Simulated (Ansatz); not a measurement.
# Residual resistivity of an alloy: Au(111) with 4 layers of random Au-Ru, 2x2, part 2 of 2

Aim: the residual resistivity of a random alloy, from Au(111) with 4 layers of random Au-Ru, 2x2 and longer regions.

Ansatz 0.2.0; Ansatz plane-wave DFT, PBE, PAW files; ballistic transport by layer matching (Landauer), zero bias; PAW set soft_1.

So far. Step 3 (With 8 alloy layers): Over the solved energies the transmission per spin lies between 1.30 and 1.41, out of 3.21 channels of the lead on average (up to 3.21).

## (4) With 12 alloy layers

In 12 layers a share of 0.75 of the sites is given to Ru at random. A fresh draw is used; the growth of the resistance with length is what counts.

System of this step: Au(111) with 12 layers of random Au-Ru, 2x2. The cell holds 72 atoms: 36 Au and 36 Ru. Its edges and angles: a = 5.768 Å, b = 5.768 Å, c = 42.382 Å, α = 90.0°, β = 90.0°, γ = 120.0°. It derives from Au. Regions: lead, 24 atoms (24 Au); scattering region, 48 atoms (36 Ru and 12 Au). The structure is stacked along c, and the current runs across the ab planes.

input.yaml reads:

```yaml
crystal:
  lattice:
    - [5.7675164607, 0.0, 0.0]
    - [-2.8837582304, 4.9948157718, 0.0]
    - [0.0, 0.0, 42.3824172358]
  atoms:
    - { symbol: Au, position: [0.0, 0.0, 0.0277777778] }
    - { symbol: Au, position: [0.0, 0.5, 0.0277777778] }
    - { symbol: Au, position: [0.5, 0.0, 0.0277777778] }
    - { symbol: Au, position: [0.5, 0.5, 0.0277777778] }
    - { symbol: Au, position: [0.1666666667, 0.3333333333, 0.0833333333] }
    - { symbol: Au, position: [0.1666666667, 0.8333333333, 0.0833333333] }
    - { symbol: Au, position: [0.6666666667, 0.3333333333, 0.0833333333] }
    - { symbol: Au, position: [0.6666666667, 0.8333333333, 0.0833333333] }
    - { symbol: Au, position: [0.3333333333, 0.1666666667, 0.1388888889] }
    - { symbol: Au, position: [0.3333333333, 0.6666666667, 0.1388888889] }
    - { symbol: Au, position: [0.8333333333, 0.1666666667, 0.1388888889] }
    - { symbol: Au, position: [0.8333333333, 0.6666666667, 0.1388888889] }
    - { symbol: Ru, position: [0.0, 0.0, 0.1944444444] }
    - { symbol: Ru, position: [0.0, 0.5, 0.1944444444] }
    - { symbol: Ru, position: [0.5, 0.0, 0.1944444444] }
    - { symbol: Ru, position: [0.5, 0.5, 0.1944444444] }
    - { symbol: Ru, position: [0.1666666667, 0.3333333333, 0.25] }
    - { symbol: Ru, position: [0.1666666667, 0.8333333333, 0.25] }
    - { symbol: Au, position: [0.6666666667, 0.3333333333, 0.25] }
    - { symbol: Ru, position: [0.6666666667, 0.8333333333, 0.25] }
    - { symbol: Ru, position: [0.3333333333, 0.1666666667, 0.3055555556] }
    - { symbol: Ru, position: [0.3333333333, 0.6666666667, 0.3055555556] }
    - { symbol: Ru, position: [0.8333333333, 0.1666666667, 0.3055555556] }
    - { symbol: Ru, position: [0.8333333333, 0.6666666667, 0.3055555556] }
    - { symbol: Ru, position: [0.0, 0.0, 0.3611111111] }
    - { symbol: Au, position: [0.0, 0.5, 0.3611111111] }
    - { symbol: Ru, position: [0.5, 0.0, 0.3611111111] }
    - { symbol: Ru, position: [0.5, 0.5, 0.3611111111] }
    - { symbol: Ru, position: [0.1666666667, 0.3333333333, 0.4166666667] }
    - { symbol: Ru, position: [0.1666666667, 0.8333333333, 0.4166666667] }
    - { symbol: Ru, position: [0.6666666667, 0.3333333333, 0.4166666667] }
    - { symbol: Ru, position: [0.6666666667, 0.8333333333, 0.4166666667] }
    - { symbol: Ru, position: [0.3333333333, 0.1666666667, 0.4722222222] }
    - { symbol: Ru, position: [0.3333333333, 0.6666666667, 0.4722222222] }
    - { symbol: Ru, position: [0.8333333333, 0.1666666667, 0.4722222222] }
    - { symbol: Au, position: [0.8333333333, 0.6666666667, 0.4722222222] }
    - { symbol: Au, position: [0.0, 0.0, 0.5277777778] }
    - { symbol: Ru, position: [0.0, 0.5, 0.5277777778] }
    - { symbol: Au, position: [0.5, 0.0, 0.5277777778] }
    - { symbol: Au, position: [0.5, 0.5, 0.5277777778] }
    - { symbol: Ru, position: [0.1666666667, 0.3333333333, 0.5833333333] }
    - { symbol: Ru, position: [0.1666666667, 0.8333333333, 0.5833333333] }
    - { symbol: Ru, position: [0.6666666667, 0.3333333333, 0.5833333333] }
    - { symbol: Ru, position: [0.6666666667, 0.8333333333, 0.5833333333] }
    - { symbol: Ru, position: [0.3333333333, 0.1666666667, 0.6388888889] }
    - { symbol: Ru, position: [0.3333333333, 0.6666666667, 0.6388888889] }
    - { symbol: Ru, position: [0.8333333333, 0.1666666667, 0.6388888889] }
    - { symbol: Ru, position: [0.8333333333, 0.6666666667, 0.6388888889] }
    - { symbol: Au, position: [0.0, 0.0, 0.6944444444] }
    - { symbol: Au, position: [0.0, 0.5, 0.6944444444] }
    - { symbol: Ru, position: [0.5, 0.0, 0.6944444444] }
    - { symbol: Au, position: [0.5, 0.5, 0.6944444444] }
    - { symbol: Ru, position: [0.1666666667, 0.3333333333, 0.75] }
    - { symbol: Au, position: [0.1666666667, 0.8333333333, 0.75] }
    - { symbol: Ru, position: [0.6666666667, 0.3333333333, 0.75] }
    - { symbol: Ru, position: [0.6666666667, 0.8333333333, 0.75] }
    - { symbol: Au, position: [0.3333333333, 0.1666666667, 0.8055555556] }
    - { symbol: Ru, position: [0.3333333333, 0.6666666667, 0.8055555556] }
    - { symbol: Au, position: [0.8333333333, 0.1666666667, 0.8055555556] }
    - { symbol: Ru, position: [0.8333333333, 0.6666666667, 0.8055555556] }
    - { symbol: Au, position: [0.0, 0.0, 0.8611111111] }
    - { symbol: Au, position: [0.0, 0.5, 0.8611111111] }
    - { symbol: Au, position: [0.5, 0.0, 0.8611111111] }
    - { symbol: Au, position: [0.5, 0.5, 0.8611111111] }
    - { symbol: Au, position: [0.1666666667, 0.3333333333, 0.9166666667] }
    - { symbol: Au, position: [0.1666666667, 0.8333333333, 0.9166666667] }
    - { symbol: Au, position: [0.6666666667, 0.3333333333, 0.9166666667] }
    - { symbol: Au, position: [0.6666666667, 0.8333333333, 0.9166666667] }
    - { symbol: Au, position: [0.3333333333, 0.1666666667, 0.9722222222] }
    - { symbol: Au, position: [0.3333333333, 0.6666666667, 0.9722222222] }
    - { symbol: Au, position: [0.8333333333, 0.1666666667, 0.9722222222] }
    - { symbol: Au, position: [0.8333333333, 0.6666666667, 0.9722222222] }
kpoints:
  mp_grid: { grid: [5, 5, 1] }
hamiltonian:
  xc: pbe
  pseudopotentials: { kind: paw, azcp: { folder: soft_1 } }
scf:
  occupations: { method: fermi_dirac, width: 0.1 }
output:
  transmission:
    leads: [[0, 4]]
    kmesh: [10, 10]
    e_range: [-0.05, 0.05]
    de: 0.05
  write_potential: true
  write_density: true
  volumetric_format: npy
```

Started as:

```console
ansatz run input.yaml --threads 4 --pin off --max-ram 15360MiB --backend cpu --events-out ev --progress --plain --runs-dir out
```

Numbers of over 12 decimals in the logs are rounded to 6 here.

Output:

```text
[...]
Crystal: 72 atoms, lattice volume = 1220.939 Å³
Basis set: ecut = 420 eV, 23937 PW (Γ)
Bands: 756, of which v1, the nominal top of the filled ones, is band 630 counted from 1 (629 counted from 0)
Symmetry: 1 space group operations
[...]
k-points: 13 of 25 (time reversal used)
[...]
SCF iter   1: F=—  HF=-685185.557566 eV  |F-HF|=—  |Δ(HF+E_count)|=         —  Δρ=2.31e-1  dr2=1.80e4  ethr=3.10e-3  ⟨swp⟩=4.0  Hψ=27887  notcnv=0  defer=343
[...]
SCF iter  16: F=-685050.734562 eV  HF=-685050.734562 eV  |F-HF|=5.96e-8  |Δ(HF+E_count)|=   1.72e-8  Δρ=7.27e-7  dr2=6.15e-8  ethr=7.94e-12  ⟨swp⟩=9.2  Hψ=31294  notcnv=0
SCF 1 converged in 16 iterations: F = -685050.734562 eV  dr2 = 6.15e-8
[...]
transmission: 366 of 3640 steps passed
transmission: 730 of 3640 steps passed
[...]
transmission: 3640 of 3640 steps passed
SCF converged after 16 iterations
Free energy (F): -685050.734562 eV
[...]
Internal energy: -685047.909874 eV  (E = F + TS)
E sigma→0 (E₀):  -685049.322218 eV
Entropy (-TS):   -2.824687 eV (-39.232 meV/atom)
Fermi energy:    19.115492 eV
[...]
--- Band table (eV; the first three rows and the last of 13) ---
  k-point 0: bands = [... 626 lower, 19.4977, 19.5093, 19.5113, 19.5460, 19.5677, 19.6072, 19.6268, 19.6540, ... 122 higher]
  k-point 1: bands = [... 626 lower, 19.2951, 19.3080, 19.3218, 19.3370, 19.3663, 19.3795, 19.3947, 19.4207, ... 122 higher]
  k-point 2: bands = [... 626 lower, 18.9206, 18.9364, 18.9485, 18.9713, 18.9851, 19.0051, 19.0135, 19.0342, ... 122 higher]
  k-point 12: bands = [... 626 lower, 18.9957, 19.0262, 19.0619, 19.0724, 19.0999, 19.1119, 19.1368, 19.1640, ... 122 higher]
--- Transmission ---
  basis      : 253 plane waves across, 70 finite elements along
  points     : 52, standing for a mesh of 10 x 10
[...]
channels       : 3.190000e0 a spin
[...]
junction   : crystal 0 to crystal 0, 0.70 to 40.73 Å
    transmission   : 1.112066e0 a spin
[...]
```

Wall time 31 min (4 threads of Arm Neoverse V2, shared host); peak memory 9.2 GiB.

Numbers from this step:

| Property | Result |
| --- | --- |
| free energy | -685050.7346 eV |
| energy at zero smearing | -685049.3222 eV |
| Fermi energy | 19.12 eV |
| transmission per spin nearest the Fermi level | 1.112 |
| open channels per spin nearest the Fermi level | 3.19 |
| step of the lead's potential | 10.4 meV |

Per spin. Table of transmission, zone mean by energy, zero at the Fermi level:

```csv
energy (eV),"transmission, zone mean"
-0.0500,1.16
0.0000,1.11
0.0500,1.20
```

Over the solved energies the transmission per spin lies between 1.11 and 1.20, out of 3.20 channels of the lead on average (up to 3.21).

## (5) The fit

This step: Ansatz plane-wave DFT, PBE, PAW files; ballistic transport by layer matching (Landauer), zero bias; residual resistivity from the slope of the area resistance, atoms on the host's lattice; PAW set soft_1 (Ansatz 0.2.0).

Numbers from this step:

- resistivity: 47.19 µΩ cm
- intercept: 0.7068 fΩ m²
- scatter about the fit: 0.01318 fΩ m²

Resistance, by row:

```csv
run,length (Å),T,channels N,RA (fΩ m²)
n4,9.418,1.603,3.21,1.161
n8,18.84,1.359,3.21,1.577
n12,28.25,1.158,3.203,2.05
```

Area resistance against length of the alloy:

```csv
length of the alloy (Å),area resistance (fΩ m²)
9.42,1.16
18.84,1.58
28.25,2.05
```

The area resistance goes from 1.2 to 2.0 fΩ m² between 9.4 and 28.3 Å, a slope of 47 µΩ cm.

By hand from the end points: (2.050 − 1.161) fΩ m² / (28.25 − 9.42) Å = 47 µΩ cm, since 1 fΩ m² per Å is 1000 µΩ cm.

## (6) What came out

```
resistivity from the slope  : 47.2 µΩ cm
area resistance over 9.42 Å : 1.16 fΩ m²
area resistance over 18.8 Å : 1.58 fΩ m²
area resistance over 28.3 Å : 2.05 fΩ m²
```

What this shows: The slope gives 47 µΩ cm. The points scatter by 0.013 fΩ m² about the line, with one random draw a length in a 2x2 cell, so the slope is a rough value. Read with a model of isotropic scattering on a spherical Fermi surface and the lead's 0.86×10¹⁵ S/m², this slope means a mean free path near 19 Å (a rough figure, since the alloy's own channel count differs); over these lengths the model's slope is within 3 % of its bulk resistivity. The atoms sit on the host's lattice, so scattering by size misfit is left out. With 75 % of Ru, whose own structure is another, this is a hypothetical phase. Spin-orbit coupling is left out, which matters for Au.

[Logs are printed without paths, hosts, clocks, repeated set-up lines and the standing remarks that a program may print on its own settings, such as how far it seeks lower states.]

[Hosts, paths, dates, database ids (printed as entryN), source tags and the programs' standing remarks are cut or masked in the printed files.]
